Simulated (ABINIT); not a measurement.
# As (R-3m) in ABINIT: a series of runs, part 2 of 2

ABINIT 10.8.3 (patched build). The steps go on from the part before.

## Step 4: Single point, PBE (cell relaxed)

run.abi reads:

```
# Pseudopotentials
pp_dirpath "./"
pseudos "As.upf"

# Structure
acell 4.18638263 4.18638263 4.1863826272 Angstrom
rprim
     0.4562218719     0.2633998197     0.8499894932
    -0.4562218719     0.2633998197     0.8499894932
     0.0000000000    -0.5267996398     0.8499894938
ntypat 1
znucl 33
natom 2
typat 1 1
xred
     0.2267057300     0.2267057300     0.2267057300
     0.7732942700     0.7732942700     0.7732942700
chkprim 0
chksymtnons 0
tolsym 1.0e-6

# Plane-wave basis
ecut 1142.878222 eV

# k points
kptopt 1
ngkpt 7 7 7
nshiftk 1
shiftk 0.0 0.0 0.0

# Exchange and correlation
ixc 11

# Bands and occupations
nband 19
occopt 3
tsmear 0.05 eV

# SCF cycle
nstep 100
tolvrs 1.0e-10

# Output
iomode 3
prtwf 0
prteig 0
prtebands 0
enunit 1
prtden 1
prtvha 1
prtvclmb 1
prtpot 1
prtelf 1
```

Potentials or basis: PseudoDojo NC SR PBE v0.4.1 standard.

The run is started by

```console
$ mpirun --bind-to none -np 4 abinit run.abi > log 2>&1
```

run.abo:

```text
.Version 10.8.3 of ABINIT
 Symmetries : space group R-3 m (#166); Bravais hR (rhombohedral)
================================================================================
 Values of the parameters that define the memory need of the present run
     intxc =       0    ionmov =       0      iscf =       7    lmnmax =       6
     lnmax =       6     mgfft =      48  mpssoang =       3    mqgrid =    3001
     natom =       2  nloc_mem =       1    nspden =       1   nspinor =       1
    nsppol =       1      nsym =      12    n1xccc =    2501    ntypat =       1
    occopt =       3   xclevel =       2
       mpw =        3976          nfft =      110592          nkpt =          44
================================================================================
================================================================================

--------------------------------------------------------------------------------
------------- Echo of variables that govern the present computation ------------
[... 212 lines left out ...]
- sigma(1 1)=  7.01451767E-03  sigma(3 2)=  3.24510922E-08
- sigma(2 2)=  7.01803498E-03  sigma(3 1)=  0.00000000E+00
- sigma(3 3)=  9.05374126E-03  sigma(2 1)=  0.00000000E+00

== END DATASET(S) ==============================================================
================================================================================

 -outvars: echo values of variables after computation  --------
            acell      7.9111166290E+00  7.9111166290E+00  7.9111166237E+00 Bohr
           etotal     -2.1213430648E+02
            fcart     -2.7639073627E-22  8.8355432092E-17  2.2166511354E-06
                       2.7639073627E-22 -8.8355432092E-17 -2.2166511354E-06
            rprim      4.5622187190E-01  2.6339981970E-01  8.4998949320E-01
                      -4.5622187190E-01  2.6339981970E-01  8.4998949320E-01
                       0.0000000000E+00 -5.2679963980E-01  8.4998949380E-01
           strten      2.3841860976E-07  2.3853816068E-07  3.0773041077E-07
                       1.1029902045E-12  0.0000000000E+00  0.0000000000E+00
           xangst      2.0603925931E-17 -4.5231052483E-11  2.4201162567E+00
                       1.9573009614E-17 -1.5428324304E-10  8.2550274934E+00
             xred      2.2670573000E-01  2.2670573000E-01  2.2670573000E-01
                       7.7329427000E-01  7.7329427000E-01  7.7329427000E-01
 Calculation completed.
```

Wall time 39 s (4 MPI ranks of Intel Xeon Platinum 8375C at 2.90GHz (Ice Lake), shared host); peak memory 0.4 GiB.

What came out:

```
Free energy                                           : -5772.4685 eV
Pressure                                              : 0.0 GPa
Band gap on the k mesh                                : none (metal or under the smearing width)
Valence electrons inside the program's atomic spheres : As 12.26 (radii [1.0584] Å)
```

Levels at points of the mesh, in eV from the Fermi level:
```csv
k point,band 13,band 14,band 15,band 16,band 17,band 18
"(0.00, 0.00, 0.00)",-2.37,-1.92,-1.92,1.69,2.85,2.85
```

## Step 5: Relaxation of cell and atoms, LDA

run.abi reads:

```
pp_dirpath "./"
pseudos "As.upf"

acell 7.8064586208 7.8064586208 7.8064586208
rprim
     0.4552885255     0.2628609527     0.8506564983
    -0.4552885255     0.2628609527     0.8506564983
     0.0000000000    -0.5257219055     0.8506564983
ntypat 1
znucl 33
natom 2
typat 1 1
chkprim 0
chksymtnons 0
tolsym 1.0e-6
xred
   0.2260000000   0.2260000000   0.2260000000
   0.7740000000   0.7740000000   0.7740000000

ecut 40.0
ecutsm 0.5

kptopt 1
ngkpt 7 7 7
nshiftk 1
shiftk 0.0 0.0 0.0

ixc 7

nband 19
occopt 3
tsmear 0.00183747

nstep 80
tolvrs 1.0e-12

iomode 3
prteig 0
prtebands 0
prtwf 0
prtden 0

ionmov 2
optcell 2
ntime 50
tolmxf 2.0e-5
dilatmx 1.08
```

Potentials or basis: PseudoDojo NC SR LDA v0.4.1 standard.

The run is started by

```console
$ mpirun --bind-to none -np 4 abinit run.abi > log 2>&1
```

run.abo:

```text
.Version 10.8.3 of ABINIT
 Symmetries : space group R-3 m (#166); Bravais hR (rhombohedral)
================================================================================
 Values of the parameters that define the memory need of the present run
     intxc =       0    ionmov =       2      iscf =       7    lmnmax =       6
     lnmax =       6     mgfft =      50  mpssoang =       3    mqgrid =    3001
     natom =       2  nloc_mem =       1    nspden =       1   nspinor =       1
    nsppol =       1      nsym =      12    n1xccc =    2501    ntypat =       1
    occopt =       3   xclevel =       1
       mpw =        4443          nfft =      125000          nkpt =          44
================================================================================
================================================================================

--------------------------------------------------------------------------------
------------- Echo of variables that govern the present computation ------------
--------------------------------------------------------------------------------
 -outvars: echo values of preprocessed input variables --------
            acell      7.8064586208E+00  7.8064586208E+00  7.8064586208E+00 Bohr
              amu      7.49215900E+01
          chkprim           0
      chksymtnons           0
          dilatmx      1.08000000E+00
             ecut      4.00000000E+01 Hartree
           ecutsm      5.00000000E-01 Hartree
           ionmov           2
              ixc           7
         kptrlatt        7    0    0      0    7    0      0    0    7
          kptrlen      4.97586745E+01
[... 1106 lines left out ...]
psp_core            :  6.12083193917386E+00
local_psp           : -1.57142852376467E+02
non_local_psp       : -1.01803682162784E+02
internal            : -2.11949325517897E+02
'-kT*entropy'       : -1.77838729101496E-05
total_energy        : -2.11949343301770E+02
total_energy_eV     : -5.76743544516649E+03
band_energy         : -2.25017242320991E+01
...

 rms coord change=  4.3098E-03   atom, delta coord (reduced):
     1        0.004309763203      0.004309763203      0.004309763203
     2       -0.004309763203     -0.004309763203     -0.004309763203

 Cartesian components of stress tensor (hartree/bohr^3)
  sigma(1 1)=  1.06609639E-08  sigma(3 2)=  8.72288896E-13
  sigma(2 2)=  1.06648661E-08  sigma(3 1)=  0.00000000E+00
  sigma(3 3)= -1.06071378E-07  sigma(2 1)=  0.00000000E+00

-Cartesian components of stress tensor (GPa)         [Pressure=  8.3110E-04 GPa]
- sigma(1 1)=  3.13656388E-04  sigma(3 2)=  2.56636254E-08
- sigma(2 2)=  3.13771194E-04  sigma(3 1)=  0.00000000E+00
- sigma(3 3)= -3.12072768E-03  sigma(2 1)=  0.00000000E+00

== END DATASET(S) ==============================================================
================================================================================

 -outvars: echo values of variables after computation  --------
            acell      7.4913717128E+00  7.4913717128E+00  7.4913717129E+00 Bohr
           etotal     -2.1194934330E+02
            fcart     -7.2735269470E-22  3.6579406937E-21  8.4262913956E-06
                       7.2735269470E-22 -3.6579406937E-21 -8.4262913956E-06
            rprim      4.7522806445E-01  2.7437305088E-01  8.3598906435E-01
                      -4.7522806445E-01  2.7437305088E-01  8.3598906435E-01
                       0.0000000000E+00 -5.4874610185E-01  8.3598906434E-01
           strten      1.0660963948E-08  1.0664866115E-08 -1.0607137777E-07
                       8.7228889638E-13  0.0000000000E+00  0.0000000000E+00
           xangst     -2.9622305343E-17 -8.9727431482E-11  2.2897954043E+00
                       1.6098379103E-17 -2.9986529368E-10  7.6524466111E+00
             xred      2.3030976320E-01  2.3030976320E-01  2.3030976320E-01
                       7.6969023680E-01  7.6969023680E-01  7.6969023680E-01
 Calculation completed.
```

Wall time 4.3 min (4 MPI ranks of Intel Xeon 6975P-C (Granite Rapids), shared host); peak memory 0.4 GiB.

What came out:

```yaml
Free_energy: -5767.4354 eV
Relaxed_volume: 20.37 Å³/atom
Relaxed_cell: a = 3.964 Å, b = 3.964 Å, c = 3.964 Å, α = 56.75°, β = 56.75°, γ = 56.75°
Space_group_after_relaxing_to_0.05_Å: R-3m (No. 166)
Energy_gained_by_relaxing: 14.6 meV/atom
Ionic_steps: 10
Pressure_after_relaxing: 0.0 GPa
Band_gap_on_the_k_mesh: 0.37 eV, indirect (least direct gap 0.77 eV)
```

The path:
| step | energy change (eV) | largest force (eV/Å) | pressure (GPa) | volume (Å³) |
| --- | --- | --- | --- | --- |
| 1 | 0.0000 | 0.2272 | -1.44 | 43.06 |
| 2 | -0.0028 | 0.2174 | -1.23 | 42.87 |
| 3 | -0.0167 | 0.0967 | 0.85 | 41.08 |
| 4 | -0.0183 | 0.0650 | 0.74 | 41.04 |
| 5 | -0.0268 | 0.1704 | -0.26 | 40.72 |
| 6 | -0.0275 | 0.1261 | -0.38 | 40.88 |
| 7 | -0.0285 | 0.0500 | -0.29 | 40.94 |
| 8 | -0.0291 | 0.0005 | -0.10 | 40.84 |
| 9 | -0.0291 | 0.0029 | -0.01 | 40.76 |
| 10 | -0.0291 | 0.0004 | 0.00 | 40.75 |

Final structure:
```
CELL_PARAMETERS angstrom
1.88393 1.08769 3.31408
-1.88393 1.08769 3.31408
0.00000 -2.17537 3.31408
ATOMIC_POSITIONS crystal
As 0.23031 0.23031 0.23031
As 0.76969 0.76969 0.76969
```

Caveat: an odd mesh through Γ misses points on the zone boundary, where band edges often lie. Zero-point motion and thermal expansion aren't in these numbers.

## Step 6: Summary

```tsv
task	level	potentials or basis	cell	cutoff (eV)	fine-grid cutoff	cell freedom (optcell)	optimiser (ionmov)	cutoff smearing ecutsm (Ha)	force stop (Ha/bohr)	gap on the mesh (eV)	pressure (GPa)	relaxed volume (Å³/atom)
single point	PBE	JTH PAW PBE v2.0 sp	as given	299	598.65 eV	-	-	-	-	none	3.6	-
relaxation of cell and atoms	PBE	PseudoDojo NC SR PBE v0.4.1 standard	relaxed	1143	-	2	2	0.5	2e-05	none	0.0	22.48
single point	PBE	PseudoDojo NC SR PBE v0.4.1 standard	cell relaxed	1143	-	-	-	-	-	none	0.0	-
relaxation of cell and atoms	LDA	PseudoDojo NC SR LDA v0.4.1 standard	relaxed	1088	-	2	2	0.5	2e-05	0.37	0.0	20.37
```

Alike in all rows: no spin polarisation; k mesh 7 × 7 × 7; smearing fermi-dirac 0.05 eV.

Caveats: this set keeps more shells in the core, which shifts pressures and gaps (some runs); an odd mesh through Γ misses points on the zone boundary, where band edges often lie (some runs).

Total energies depend on the potentials used, so only differences within one code and one set of settings carry meaning.
